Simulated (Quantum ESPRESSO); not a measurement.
P: equation of state with PBEsol

The system is P.

```
P
1.0
     1.72573    0.99635    3.12968
    -1.72573    0.99635    3.12968
     0.00000   -1.99270    3.12968
P
2
Cartesian
  0.0000 0.0000 7.2570
  0.0000 0.0000 2.1321
```

This isn't the form of P at room conditions, which is orthorhombic.

| Item | Value |
| --- | --- |
| Program | Quantum ESPRESSO 7.5 |
| Task | equation of state |
| Functional | PBEsol |
| Potentials or basis | GBRV 1.5 PBEsol |
| Cutoff | 612 eV |
| Density cutoff | 4898 eV |
| k mesh | 9 × 9 × 9 |
| Occupations | fermi-dirac, width 0.05 eV |
| Spin | no spin polarisation |
| Mixing beta | 0.5 |
| Most SCF iterations | 120 |
| SCF threshold | 4e-10 Ry |

- Equilibrium volume: 15.83 Å³/atom
- Bulk modulus at fixed shape and positions: 94 GPa
- Pressure derivative of the bulk modulus: 3.9 (rough: it moves with the points fitted)

Energy against volume, from the lowest point:
```
volume (Å³/atom)  energy (meV/atom)
          15.175               8.51
          15.498               2.07
          15.821               0.00
          16.144               1.83
          16.467               7.05
          16.789              15.43
          17.112              26.80
```

All runs of the series together: 56 s on 2 threads of Arm Neoverse V2, on a shared host.

Caveat: the cell was scaled at fixed shape and fractional positions, which overstates the stiffness of a crystal with free parameters, most of all of layers and chains.
